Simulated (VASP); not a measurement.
# Sb (Im-3m) in VASP: settings compared, part 2 of 2

VASP 6.6.1.

## 5. Single point, PBE

Contents of INCAR:

```
SYSTEM = Sb
  PREC = Accurate
  ENCUT = 500
  EDIFF = 1E-6
  ISMEAR = 0
  SIGMA = 0.02
  LREAL = .FALSE.
  LASPH = .TRUE.
  NELM = 80
  ALGO = Normal
  ISIF = 2
  LWAVE = .FALSE.
  LCHARG = .FALSE.
  GGA = PE
  NBANDS = 14
```

Contents of KPOINTS:

```
regular mesh
0
G
  5 5 5
  0 0 0
```

Contents of POSCAR:

```
Sb
1.0
   -1.8713408863      1.8713408863      1.8713408863
    1.8713408863     -1.8713408863      1.8713408863
    1.8713408863      1.8713408863     -1.8713408863
Sb
1
Direct
    0.0000000000      0.0000000000      0.0000000000
```

Potentials or basis: VASP PAW PBE potentials, release 64 (Sb_d_GW).

Run with:

```sh
> cat potpaw_PBE.64/Sb_d_GW/POTCAR > POTCAR
> mpirun -np 1 vasp_std > vasp.out
```

OUTCAR:

```text
SYSTEM = Sb
   PREC = Accurate
   ENCUT = 500
   EDIFF = 1E-6
   ISMEAR = 0
   LREAL = .FALSE.
   LASPH = .TRUE.
   NELM = 80
   ISIF = 2
   GGA = PE

 ion  position               nearest neighbor table
   1  0.000  0.000  0.000-

  LATTYP: Found a body centered cubic cell.
 ALAT       =     3.7426817726

  Lattice vectors:

 A1 = (  -1.8713408863,   1.8713408863,   1.8713408863)
 A2 = (   1.8713408863,  -1.8713408863,   1.8713408863)
 A3 = (   1.8713408863,   1.8713408863,  -1.8713408863)

Analysis of symmetry for initial positions (statically):
=====================================================================
 Subroutine PRICEL returns:
 Original cell was already a primitive cell.

 Routine SETGRP: Setting up the symmetry group for a
 body centered cubic supercell.

 Subroutine GETGRP returns: Found 48 space group operations
 (whereof 48 operations were pure point group operations)
 out of a pool of 48 trial point group operations.

The static configuration has the point symmetry O_h .

Analysis of symmetry for dynamics (positions and initial velocities):
=====================================================================
 Subroutine PRICEL returns:
 Original cell was already a primitive cell.

 Routine SETGRP: Setting up the symmetry group for a
 body centered cubic supercell.

 Subroutine GETGRP returns: Found 48 space group operations
 (whereof 48 operations were pure point group operations)
 out of a pool of 48 trial point group operations.

The dynamic configuration has the point symmetry O_h .

 Subroutine INISYM returns: Found 48 space group operations
 (whereof 48 operations are pure point group operations),
 and found     1 'primitive' translations

----------------------------------------------------------------------------------------

                                     Primitive cell

  volume of cell :      26.2131

  direct lattice vectors                    reciprocal lattice vectors
    -1.871340886  1.871340886  1.871340886     0.000000000  0.267188092  0.267188092
     1.871340886 -1.871340886  1.871340886     0.267188092  0.000000000  0.267188092
     1.871340886  1.871340886 -1.871340886     0.267188092  0.267188092  0.000000000

  length of vectors
     3.241257493  3.241257493  3.241257493     0.377861023  0.377861023  0.377861023

  position of ions in fractional coordinates (direct lattice)
     0.000000000  0.000000000  0.000000000

  ion indices of the primitive-cell ions
   primitive index   ion index
                 1           1

----------------------------------------------------------------------------------------

 KPOINTS: regular mesh

Automatic generation of k-mesh.
 Grid dimensions read from file:
 generate k-points for:    5    5    5

 Generating k-lattice:

  Cartesian coordinates                     Fractional coordinates (reciprocal lattice)
     0.000000000  0.053437618  0.053437618     0.200000000  0.000000000  0.000000000
     0.053437618  0.000000000  0.053437618     0.000000000  0.200000000  0.000000000
     0.053437618  0.053437618  0.000000000     0.000000000  0.000000000  0.200000000

  Length of vectors
     0.075572205  0.075572205  0.075572205

  Shift w.r.t. Gamma in fractional coordinates (k-lattice)
     0.000000000  0.000000000  0.000000000

 Subroutine IBZKPT returns following result:
 ===========================================

 Found     10 irreducible k-points:

 Following reciprocal coordinates:
            Coordinates               Weight
  0.000000  0.000000  0.000000      1.000000
  0.200000  0.000000  0.000000     12.000000
  0.400000  0.000000  0.000000     12.000000
  0.200000  0.200000  0.000000     24.000000
  0.400000  0.200000  0.000000     24.000000
  0.200000  0.200000  0.200000      8.000000
 -0.200000  0.200000  0.200000      6.000000
 -0.400000  0.400000  0.200000     24.000000
 -0.400000 -0.400000  0.200000      8.000000
 -0.400000  0.400000  0.400000      6.000000
   k-points           NKPTS =     10   k-points in BZ     NKDIM =     10   number of bands    NBANDS=     14
   number of dos      NEDOS =    301   number of ions     NIONS =      1
   total plane-waves  NPLWV =  13824
   dimension x,y,z NGX =    24 NGY =   24 NGZ =   24
   dimension x,y,z NGXF=    48 NGYF=   48 NGZF=   48
   ions per type =               1
   NGX,Y,Z   is equivalent  to a cutoff of  12.31, 12.31, 12.31 a.u.
   NGXF,Y,Z  is equivalent  to a cutoff of  24.62, 24.62, 24.62 a.u.
 SYSTEM =  Sb
   PREC   = accura    normal or accurate (medium, high low for compatibility)
   ISTART =      0    job   : 0-new  1-cont  2-samecut
   ICHARG =      2    charge: 1-file 2-atom 10-const
   ISPIN  =      1    spin polarized calculation?
   LNONCOLLINEAR =      F non collinear calculations
   LSORBIT =      F    spin-orbit coupling
   LASPH  =      T    aspherical Exc in radial PAW
   ENCUT  =  500.0 eV  36.75 Ry    6.06 a.u.   5.91  5.91  5.91*2*pi/ulx,y,z
   NELM   =     80;   NELMIN=  2; NELMDL= -5     # of ELM steps
   EDIFF  = 0.1E-05   stopping-criterion for ELM
   LREAL  =      F    real-space projection
   EDIFFG = 0.1E-04   stopping-criterion for IOM
   NSW    =      0    number of steps for IOM
   IBRION =     -1    ionic relax: 0-MD 1-quasi-New 2-CG
   NFREE  =      0    steps in history (QN), initial steepest desc. (CG)
   ISIF   =      2    stress and relaxation
   ISYM   =      2    0-nonsym 1-usesym 2-fastsym
   POTIM  = 0.5000    time-step for ionic-motion
   TEBEG  =    0.0;   TEEND  =   0.0 temperature during run
   PSTRESS=    0.0 pullay stress
   NELECT =      15.0000    total number of electrons
   NUPDOWN=      -1.0000    fix difference up-down
   EMIN   =  10.00;   EMAX   =-10.00  energy-range for DOS
   EFERMI =   0.00;   METHOD = LEGACY
   ISMEAR =     0;   SIGMA  =   0.02  broadening in eV -4-tet -1-fermi 0-gaus
   EFERMI_NEDOS =   21; number of points for ismear=-14 and -15
   IALGO  =     38    algorithm
   IMIX   =      4    mixing-type and parameters
     AMIX     =   0.40;   BMIX     =  1.00
     AMIX_MAG =   1.60;   BMIX_MAG =  1.00
  volume/ion in A,a.u.               =      26.21       176.89
  Fermi-wavevector in a.u.,A,eV,Ry     =   1.359145  2.568411 25.133691  1.847274
  Thomas-Fermi vector in A             =   2.485918
   LORBIT       =      0    0 simple, 1 ext, 2 COOP (PROOUT), +10 PAW based schemes
   GGA     = PE    functional components
   LHFCALC =     F    Hartree Fock is set to
   AEXX    =    0.0000 exact exchange contribution
   IVDW    =     0    specifies the selected vdW correction
   LEPSILON=     F    determine dielectric tensor
   LRPA    =     F    only Hartree local field effects (RPA)
 non-spin polarized calculation
 Gauss-broadening in eV      SIGMA  =   0.02
  energy-cutoff  :      500.00
  volume of cell :       26.21
 maximum number of plane-waves:       676
   NGX = 11   NGY = 11   NGZ = 11

 number of electron      14.9999987 magnetization

 Free energy of the ion-electron system (eV)
  ---------------------------------------------------
  ext. energy  EPLUGINS =         0.00000000
  ---------------------------------------------------
  free energy    TOTEN  =        -3.86604422 eV

  energy without entropy =       -3.86300205  energy(sigma->0) =       -3.86452313

 E-fermi :   6.6982     XC(G=0): -10.7784

 val. band max:        6.6890406620   @ k =   0.2000   0.2000   0.0000
 cond. band min:       6.7126518351   @ k =  -0.4000   0.4000   0.2000
 fundamental gap:      0.0236111730
 Fermi energy:         6.6982257630

 k-point     1 :       0.0000    0.0000    0.0000
  band No.  band energies     occupation
      1     -22.7424      2.00000
      2     -22.7424      2.00000
      3     -22.7424      2.00000
      4     -22.6650      2.00000
      5     -22.6650      2.00000
      6      -6.4786      2.00000
      7      12.2642      0.00000
      8      12.2642      0.00000
      9      12.2642      0.00000
     10      17.9918      0.00000
     11      17.9918      0.00000
     12      17.9934      0.00000
     13      18.3151      0.00000
     14      18.3151      0.00000
[... 137 lines left out ...]
 k-point    10 :      -0.4000    0.4000    0.4000
  band No.  band energies     occupation
      1     -22.7367      2.00000
      2     -22.7293      2.00000
      3     -22.6397      2.00000
      4     -22.6397      2.00000
      5     -22.6373      2.00000
      6      -0.2881      2.00000
      7       4.6297      2.00000
      8       4.9908      2.00000
      9       4.9908      2.00000
     10       9.9012      0.00000
     11      11.9953      0.00000
     12      22.5170      0.00000
     13      23.5063      0.00000
     14      23.5064      0.00000

------------------------ aborting loop because EDIFF is reached ----------------------------------------

  FORCE on cell =-STRESS in cart. coord.  units (eV):
  Direction    XX          YY          ZZ          XY          YZ          ZX
  --------------------------------------------------------------------------------------
  -------------------------------------------------------------------------------------
  Total        0.1352387      0.1352387      0.1352387      0.0000000      0.0000000      0.0000000
  in kB        8.2659544      8.2659544      8.2659544      0.0000000      0.0000000      0.0000000
  external PRESSURE =       8.2659544 kB  Pullay stress =       0.0000000 kB

 VOLUME and BASIS-vectors are now :
 -----------------------------------------------------------------------------
  energy-cutoff  :      500.00
  volume of cell :       26.21
      direct lattice vectors                 reciprocal lattice vectors
    -1.871340886  1.871340886  1.871340886     0.000000000  0.267188092  0.267188092
     1.871340886 -1.871340886  1.871340886     0.267188092  0.000000000  0.267188092
     1.871340886  1.871340886 -1.871340886     0.267188092  0.267188092  0.000000000

 POSITION                                       TOTAL-FORCE (eV/Angst)
 -----------------------------------------------------------------------------------
      0.00000      0.00000      0.00000         0.000000      0.000000     -0.000000
 -----------------------------------------------------------------------------------
    total drift:                               -0.000000     -0.000000      0.000000

  FREE ENERGIE OF THE ION-ELECTRON SYSTEM (eV)
  ---------------------------------------------------
  free  energy   TOTEN  =        -3.8660442226 eV

  energy  without entropy=       -3.8630020456  energy(sigma->0) =       -3.86452313
```

OSZICAR:

```text
N       E                     dE             d eps       ncg     rms          rms(c)
DAV:   1     0.802111179430E+02    0.80211E+02   -0.46422E+03   378   0.987E+03
DAV:   2     0.297926774067E+01   -0.77232E+02   -0.74038E+02   464   0.866E+02
DAV:   3    -0.373676949027E+01   -0.67160E+01   -0.66937E+01   384   0.114E+02
DAV:   4    -0.386846080762E+01   -0.13169E+00   -0.13165E+00   424   0.121E+01
DAV:   5    -0.387348183212E+01   -0.50210E-02   -0.50207E-02   374   0.217E+00    0.331E+00
DAV:   6    -0.386759934583E+01    0.58825E-02   -0.64550E-03   428   0.670E+00    0.196E+00
DAV:   7    -0.386605424554E+01    0.15451E-02   -0.58991E-03   404   0.468E+00    0.937E-02
DAV:   8    -0.386603704066E+01    0.17205E-04   -0.11977E-03   464   0.224E+00    0.437E-02
DAV:   9    -0.386604486699E+01   -0.78263E-05   -0.15253E-05   426   0.171E-01    0.224E-02
DAV:  10    -0.386604422261E+01    0.64438E-06   -0.12678E-06   350   0.444E-02
   1 F= -.38660442E+01 E0= -.38645231E+01  d E =-.304218E-02
```

Run time: 9.8 s. Hardware: 1 thread of AMD EPYC 7R43 (Zen 3), shared host; peak memory 0.1 GiB.

What came out:

* Free energy: -3.8660 eV
* Pressure: 0.8 GPa
* Band gap on the k mesh: none (metal or under the smearing width)

Levels at points of the mesh, in eV from the Fermi level:
```csv
k point,band 4,band 5,band 6,band 7,band 8,band 9,band 10,band 11
"(0.00, 0.00, 0.00)",-29.36,-29.36,-13.18,5.57,5.57,5.57,11.29,11.29
```

Caveat: the k mesh is coarse (spacing up to 0.47 Å⁻¹), so the values aren't converged. Spin-orbit coupling is left out, which matters for the levels of Sb.

## 6. Summary

| task | level | potentials or basis | cell | k mesh | cutoff (eV) | smearing | ladder | mesh quality | gap on the mesh (eV) | pressure (GPa) | relaxed volume (Å³/atom) |
| --- | --- | --- | --- | --- | --- | --- | --- | --- | --- | --- | --- |
| single point | PBE | VASP PAW PBE potentials, release 64 (Sb_d_GW) | as given | 5 × 5 × 5 | 450 | gaussian 0.02 eV | - | coarse | none | 0.8 | - |
| relaxation of cell and atoms | PBEsol | VASP PAW PBE potentials, release 64 (Sb) | relaxed | 8 × 8 × 8 | 600 | fermi-dirac 0.05 eV | gaps | not flagged | none | 0.0 | 25.80 |
| relaxation of cell and atoms | r2SCAN | VASP PAW PBE potentials, release 64 (Sb) | relaxed | 8 × 8 × 8 | 600 | fermi-dirac 0.05 eV | gaps | not flagged | none | 0.0 | 26.73 |
| single point | PBE | VASP PAW PBE potentials, release 64 (Sb_d_GW) | as given | 5 × 5 × 5 | 500 | gaussian 0.02 eV | - | coarse | none | 0.8 | - |

Alike in all rows: no spin polarisation.

Caveats: some runs use coarse meshes; the PAW data sets were made with another functional, which shifts forces and pressure a little (some runs).

Absolute energies hang on the potentials; compare differences alone.
